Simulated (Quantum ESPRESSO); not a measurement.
The system is As.

```xyz
4
Lattice="1.8250 -5.5000 0.0000 1.8250 5.5000 0.0000 0.0000 0.0000 4.4700" Properties=species:S:1:pos:R:3 pbc="T T T"
As    1.8250    1.2100    2.5032
As    1.8250   -4.2900    4.2018
As    1.8250   -1.2100    1.9668
As    1.8250    4.2900    0.2682
```

This isn't the form of As at room conditions, which is rhombohedral.

Base run:

| Quantity | Value |
| --- | --- |
| Program | Quantum ESPRESSO 7.5 |
| Functional | LDA |
| Potentials or basis | GBRV 1.5 LDA |
| Cutoff | 612 eV |
| Density cutoff | 4898 eV |
| k mesh | 6 × 6 × 4, shifted |
| Occupations | fermi-dirac, width 0.05 eV |
| Spin | no spin polarisation |

Its results: pressure -1.3 GPa; largest force 0.179 eV/Å.

Task: The run is repeated on the same cell with these changes: functional from LDA to PBEsol; potentials or basis from GBRV 1.5 LDA to GBRV 1.5 PBEsol. What comes out?

Result: Pressure 0.3 GPa; largest force 0.149 eV/Å.

Not every run made on this cell is shown here.
